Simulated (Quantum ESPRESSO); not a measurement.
# Cu (Fm-3m) in Quantum ESPRESSO: equation of state

How stiff is Cu in PBE, and what volume does it want? The cell is scaled to several volumes.

Program: Quantum ESPRESSO 7.5. These are calculated values, not measurements. Logs are shortened: lines on timing, memory, paths and dates and some standing lists are left out, and cuts for length are marked.

## (1) The structure

The structure is cubic, space group Fm-3m (No. 225). Conventional cell: a = 3.615 Å, b = 3.615 Å, c = 3.615 Å, α = 90.00°, β = 90.00°, γ = 90.00°. Cu (site symmetry m-3m) has 12 Cu at 2.56 Å as nearest neighbours.

## (2) Single point, PBE, 11.10 Å³/atom

Input file pw.in:

```
&CONTROL
  calculation = 'scf'
  prefix = 'pwscf'
  outdir = './tmp'
  pseudo_dir = './pseudo'
  tprnfor = .true.
  tstress = .true.
  disk_io = 'nowf'
/
&SYSTEM
  ibrav = 0
  nat = 1
  ntyp = 1
  ecutwfc = 55
  ecutrho = 440
  nbnd = 11
  occupations = 'smearing'
  smearing = 'fd'
  degauss = 0.00367493
/
&ELECTRONS
  conv_thr = 2d-10
  electron_maxstep = 120
  mixing_beta = 0.5
/
ATOMIC_SPECIES
Cu    63.5460 Cu.paw.z_11.ld1.psl.v1.0.0-low.upf
CELL_PARAMETERS angstrom
   0.0000000000    1.7706018915    1.7706018915
   1.7706018915    0.0000000000    1.7706018915
   1.7706018915    1.7706018915    0.0000000000
ATOMIC_POSITIONS crystal
Cu     0.0000000000    0.0000000000    0.0000000000
K_POINTS automatic
13 13 13 0 0 0
```

Potentials or basis: SSSP 1.3 efficiency PBE.

Launch:

```
OMP_NUM_THREADS=1 pw.x -in pw.in > pw.out
```

pw.out:

```text
This program is part of the open-source Quantum ESPRESSO suite
     for quantum simulation of materials; please cite
         "P. Giannozzi et al., J. Phys.:Condens. Matter 21 395502 (2009);
         "P. Giannozzi et al., J. Phys.:Condens. Matter 29 465901 (2017);
         "P. Giannozzi et al., J. Chem. Phys. 152 154105 (2020);
     in publications or presentations arising from this work. More details at

     file Cu.paw.z_11.ld1.psl.v1.0.0-low.upf: wavefunction(s)  4S 3D renormalized
     Message from routine setup:
     using ibrav=0 with symmetry is DISCOURAGED, use correct ibrav instead

     G-vector sticks info
     --------------------
     sticks:   dense  smooth     PW     G-vecs:    dense   smooth      PW
     Sum         673     349    121                11647     4111     869

     Using Slab Decomposition

     bravais-lattice index     =            0
     lattice parameter (alat)  =       4.7319  a.u.
     unit-cell volume          =      74.9186 (a.u.)^3
     number of atoms/cell      =            1
     number of atomic types    =            1
     number of electrons       =        11.00
     number of Kohn-Sham states=           11
     kinetic-energy cutoff     =      55.0000  Ry
     charge density cutoff     =     440.0000  Ry
     scf convergence threshold =      2.0E-10
     mixing beta               =       0.5000
     number of iterations used =            8  plain     mixing
     Exchange-correlation= SLA  PW   PBX  PBC
                           (   1   4   3   4   0   0   0)

     celldm(1)=   4.731892  celldm(2)=   0.000000  celldm(3)=   0.000000
     celldm(4)=   0.000000  celldm(5)=   0.000000  celldm(6)=   0.000000

     crystal axes: (cart. coord. in units of alat)
               a(1) = (   0.000000   0.707107   0.707107 )
               a(2) = (   0.707107   0.000000   0.707107 )
               a(3) = (   0.707107   0.707107   0.000000 )

     reciprocal axes: (cart. coord. in units 2 pi/alat)
               b(1) = ( -0.707107  0.707107  0.707107 )
               b(2) = (  0.707107 -0.707107  0.707107 )
               b(3) = (  0.707107  0.707107 -0.707107 )

     PseudoPot. # 1 for Cu read from file:
     Cu.paw.z_11.ld1.psl.v1.0.0-low.upf
     Pseudo is Projector augmented-wave + core cor, Zval = 11.0
     Generated using &quot;atomic&quot; code by A. Dal Corso  v.6.3MaX
     Shape of augmentation charge: PSQ
     Using radial grid of 1199 points,  6 beta functions with:
                l(1) =   0
                l(2) =   0
                l(3) =   1
                l(4) =   1
                l(5) =   2
                l(6) =   2
     Q(r) pseudized with 0 coefficients

     atomic species   valence    mass     pseudopotential
     Cu               11.00    63.54600     Cu( 1.00)

     48 Sym. Ops., with inversion, found

   Cartesian axes

     site n.     atom                  positions (alat units)
         1        Cu     tau(   1) = (   0.0000000   0.0000000   0.0000000  )

     number of k points=    84  Fermi-Dirac smearing, width (Ry)=  0.0037
                       cart. coord. in units 2pi/alat
        k(    1) = (   0.0000000   0.0000000   0.0000000), wk =   0.0009103
        k(    2) = (   0.0543928   0.0543928  -0.0543928), wk =   0.0072827
        k(    3) = (   0.1087857   0.1087857  -0.1087857), wk =   0.0072827
        k(    4) = (   0.1631785   0.1631785  -0.1631785), wk =   0.0072827
        k(    5) = (   0.2175713   0.2175713  -0.2175713), wk =   0.0072827
        k(    6) = (   0.2719641   0.2719641  -0.2719641), wk =   0.0072827
[... 76 lines left out ...]
        k(   83) = (   0.0000000  -0.4351426   0.6527140), wk =   0.0218480
        k(   84) = (  -0.0543928  -0.3807498   0.7071068), wk =   0.0218480

     Dense  grid:    11647 G-vectors     FFT dimensions: (  32,  32,  32)

     Smooth grid:     4111 G-vectors     FFT dimensions: (  24,  24,  24)

     Initial potential from superposition of free atoms

     starting charge      10.9998, renormalised to      11.0000
     Starting wfcs are    9 randomized atomic wfcs +    2 random wfcs

     Self-consistent Calculation

     iteration #  1     ecut=    55.00 Ry     beta= 0.50
     Davidson diagonalization with overlap
     ethr =  1.00E-02,  avg # of iterations =  4.6

     Threshold (ethr) on eigenvalues was too large:
     Diagonalizing with lowered threshold

     Davidson diagonalization with overlap
     ethr =  6.45E-04,  avg # of iterations =  1.2

     total energy              =    -213.06269645 Ry
     estimated scf accuracy    <       0.07056275 Ry

     iteration #  2     ecut=    55.00 Ry     beta= 0.50
     Davidson diagonalization with overlap
     ethr =  6.41E-04,  avg # of iterations =  2.1

     total energy              =    -213.08160101 Ry
     estimated scf accuracy    <       0.08096396 Ry

     iteration #  3     ecut=    55.00 Ry     beta= 0.50
     Davidson diagonalization with overlap
     ethr =  6.41E-04,  avg # of iterations =  1.1

     total energy              =    -213.09446400 Ry
     estimated scf accuracy    <       0.00019757 Ry
[... 19 lines left out ...]
     total energy              =    -213.09451182 Ry
     estimated scf accuracy    <       0.00000016 Ry

     iteration #  7     ecut=    55.00 Ry     beta= 0.50
     Davidson diagonalization with overlap
     ethr =  8.79E-10,  avg # of iterations =  1.1

     total energy              =    -213.09451184 Ry
     estimated scf accuracy    <          6.7E-10 Ry

     iteration #  8     ecut=    55.00 Ry     beta= 0.50
     Davidson diagonalization with overlap
     ethr =  6.07E-12,  avg # of iterations =  2.5

     End of self-consistent calculation

          k = 0.0000 0.0000 0.0000 (   531 PWs)   bands (ev):

     3.8889  10.5717  10.5717  10.5717  11.4866  11.4866  37.2282  40.0983
    40.0983  40.0983  42.5100

          k = 0.0544 0.0544-0.0544 (   531 PWs)   bands (ev):

     4.1137  10.5211  10.6159  10.6159  11.4695  11.4695  35.7454  38.2545
    39.4197  39.4197  43.5079

          k = 0.1088 0.1088-0.1088 (   525 PWs)   bands (ev):

     4.7719  10.3969  10.7113  10.7113  11.4531  11.4531  31.7722  37.7538
    38.4458  38.4458  44.4896

          k = 0.1632 0.1632-0.1632 (   522 PWs)   bands (ev):

     5.8003  10.2864  10.7517  10.7517  11.5346  11.5346  27.7199  37.2321
    37.6841  37.6841  43.8880
[... 388 lines left out ...]
     9.0161   9.3976  10.8532  11.7092  12.2431  17.0243  22.4853  23.3099
    24.6221  37.6896  40.4253

          k = 0.0000-0.4351 0.6527 (   512 PWs)   bands (ev):

     9.2149   9.5842  10.5009  11.5401  12.2411  18.7011  20.8797  22.1833
    24.8891  38.9432  43.3659

          k =-0.0544-0.3807 0.7071 (   517 PWs)   bands (ev):

     9.3252   9.8542  10.1181  11.4527  12.2421  18.8527  20.8785  22.9317
    23.6258  42.0299  43.0110

     the Fermi energy is    13.9696 ev

!    total energy              =    -213.09451184 Ry
     total all-electron energy =     -3309.974278 Ry
     estimated scf accuracy    <          7.8E-12 Ry
     smearing contrib. (-TS)   =      -0.00020038 Ry
     internal energy E=F+TS    =    -213.09431146 Ry

     The total energy is F=E-TS. E is the sum of the following terms:
     one-electron contribution =     -25.37093636 Ry
     hartree contribution      =      29.69030982 Ry
     xc contribution           =     -44.65978450 Ry
     ewald contribution        =     -82.90139893 Ry
     one-center paw contrib.   =     -89.85250150 Ry

     convergence has been achieved in   8 iterations

     Forces acting on atoms (cartesian axes, Ry/au):

     atom    1 type  1   force =     0.00000000    0.00000000    0.00000000

     Total force =     0.000000     Total SCF correction =     0.000000

     Computing stress (Cartesian axis) and pressure

          total   stress  (Ry/bohr**3)                   (kbar)     P=      120.72
   0.00082065  -0.00000000   0.00000000          120.72       -0.00        0.00
   0.00000000   0.00082065  -0.00000000            0.00      120.72       -0.00
   0.00000000   0.00000000   0.00082065            0.00        0.00      120.72

=------------------------------------------------------------------------------=
   JOB DONE.
=------------------------------------------------------------------------------=
```

It took 17 s on 1 thread of Arm Neoverse N1, shared host; peak memory 0.07 GiB.

What came out:

```
Free energy            : -2899.2985 eV
Pressure               : 12.1 GPa
Band gap on the k mesh : none (metal or under the smearing width)
```

## (3) Single point, PBE, 11.34 Å³/atom

Edit pw.in of step 2 so:

```diff
@@ -28,5 +28,5 @@
 CELL_PARAMETERS angstrom
-   0.0000000000    1.7706018915    1.7706018915
-   1.7706018915    0.0000000000    1.7706018915
-   1.7706018915    1.7706018915    0.0000000000
+   0.0000000000    1.7830713297    1.7830713297
+   1.7830713297    0.0000000000    1.7830713297
+   1.7830713297    1.7830713297    0.0000000000
 ATOMIC_POSITIONS crystal
```

Potentials or basis: SSSP 1.3 efficiency PBE.

Launch:

```
OMP_NUM_THREADS=1 pw.x -in pw.in > pw.out
```

Wall time 17 s (1 thread of Arm Neoverse N1, shared host); peak memory 0.07 GiB.

It converged, with:

```
Free energy            : -2899.3141 eV
Pressure               : 8.0 GPa
Band gap on the k mesh : none (metal or under the smearing width)
```

## (4) Single point, PBE, 11.57 Å³/atom

Edit pw.in of step 3 so:

```diff
@@ -28,5 +28,5 @@
 CELL_PARAMETERS angstrom
-   0.0000000000    1.7830713297    1.7830713297
-   1.7830713297    0.0000000000    1.7830713297
-   1.7830713297    1.7830713297    0.0000000000
+   0.0000000000    1.7953687620    1.7953687620
+   1.7953687620    0.0000000000    1.7953687620
+   1.7953687620    1.7953687620    0.0000000000
 ATOMIC_POSITIONS crystal
```

Launch:

```
OMP_NUM_THREADS=1 pw.x -in pw.in > pw.out
```

Wall time 17 s (1 thread of Arm Neoverse N1, shared host); peak memory 0.07 GiB.

It converged, with:

- Free energy: -2899.3240 eV
- Pressure: 4.4 GPa
- Band gap on the k mesh: none (metal or under the smearing width)

## (5) Single point, PBE, 11.81 Å³/atom

Edit pw.in of step 4 so:

```diff
@@ -28,5 +28,5 @@
 CELL_PARAMETERS angstrom
-   0.0000000000    1.7953687620    1.7953687620
-   1.7953687620    0.0000000000    1.7953687620
-   1.7953687620    1.7953687620    0.0000000000
+   0.0000000000    1.8075000000    1.8075000000
+   1.8075000000    0.0000000000    1.8075000000
+   1.8075000000    1.8075000000    0.0000000000
 ATOMIC_POSITIONS crystal
```

Launch:

```
OMP_NUM_THREADS=1 pw.x -in pw.in > pw.out
```

Run time: 18 s. Hardware: 1 thread of Arm Neoverse N1, shared host; peak memory 0.07 GiB.

Results (log left out):

| Item | Value |
| --- | --- |
| Free energy | -2899.3289 eV |
| Pressure | 1.2 GPa |
| Band gap on the k mesh | none (metal or under the smearing width) |

## (6) Single point, PBE, 12.05 Å³/atom

Edit pw.in of step 5 so:

```diff
@@ -28,5 +28,5 @@
 CELL_PARAMETERS angstrom
-   0.0000000000    1.8075000000    1.8075000000
-   1.8075000000    0.0000000000    1.8075000000
-   1.8075000000    1.8075000000    0.0000000000
+   0.0000000000    1.8194705475    1.8194705475
+   1.8194705475    0.0000000000    1.8194705475
+   1.8194705475    1.8194705475    0.0000000000
 ATOMIC_POSITIONS crystal
```

Potentials or basis: SSSP 1.3 efficiency PBE.

Launch:

```
OMP_NUM_THREADS=1 pw.x -in pw.in > pw.out
```

It took 18 s on 1 thread of Arm Neoverse N1, shared host; peak memory 0.08 GiB.

Results (log left out):

* Free energy: -2899.3294 eV
* Pressure: -1.6 GPa
* Band gap on the k mesh: none (metal or under the smearing width)

## (7) Single point, PBE, 12.28 Å³/atom

Edit pw.in of step 6 so:

```diff
@@ -28,5 +28,5 @@
 CELL_PARAMETERS angstrom
-   0.0000000000    1.8194705475    1.8194705475
-   1.8194705475    0.0000000000    1.8194705475
-   1.8194705475    1.8194705475    0.0000000000
+   0.0000000000    1.8312856224    1.8312856224
+   1.8312856224    0.0000000000    1.8312856224
+   1.8312856224    1.8312856224    0.0000000000
 ATOMIC_POSITIONS crystal
```

Launch:

```
OMP_NUM_THREADS=1 pw.x -in pw.in > pw.out
```

It took 18 s on 1 thread of Arm Neoverse N1, shared host; peak memory 0.08 GiB.

Results (log left out):

* Free energy: -2899.3259 eV
* Pressure: -4.1 GPa
* Band gap on the k mesh: none (metal or under the smearing width)

## (8) Single point, PBE, 12.52 Å³/atom

Edit pw.in of step 7 so:

```diff
@@ -28,5 +28,5 @@
 CELL_PARAMETERS angstrom
-   0.0000000000    1.8312856224    1.8312856224
-   1.8312856224    0.0000000000    1.8312856224
-   1.8312856224    1.8312856224    0.0000000000
+   0.0000000000    1.8429501765    1.8429501765
+   1.8429501765    0.0000000000    1.8429501765
+   1.8429501765    1.8429501765    0.0000000000
 ATOMIC_POSITIONS crystal
```

Launch:

```
OMP_NUM_THREADS=1 pw.x -in pw.in > pw.out
```

Run time: 18 s. Hardware: 1 thread of Arm Neoverse N1, shared host; peak memory 0.08 GiB.

It converged, with:

```
Free energy            : -2899.3189 eV
Pressure               : -6.4 GPa
Band gap on the k mesh : none (metal or under the smearing width)
```

## (9) Equation of state, PBE

Potentials or basis: SSSP 1.3 efficiency PBE.

This step only gathers the single runs of the series.

Results:

| Quantity | Value |
| --- | --- |
| Equilibrium volume | 11.95 Å³/atom |
| Bulk modulus | 142 GPa |
| Pressure derivative of the bulk modulus | 5.0 |

Energy against volume, from the lowest point:
| volume (Å³/atom) | energy (meV/atom) |
| --- | --- |
| 11.102 | 30.89 |
| 11.338 | 15.30 |
| 11.574 | 5.38 |
| 11.810 | 0.48 |
| 12.047 | 0.00 |
| 12.283 | 3.50 |
| 12.519 | 10.50 |

PBE usually gives volumes a little too large and moduli too small. Zero-point motion and thermal expansion aren't in these numbers.
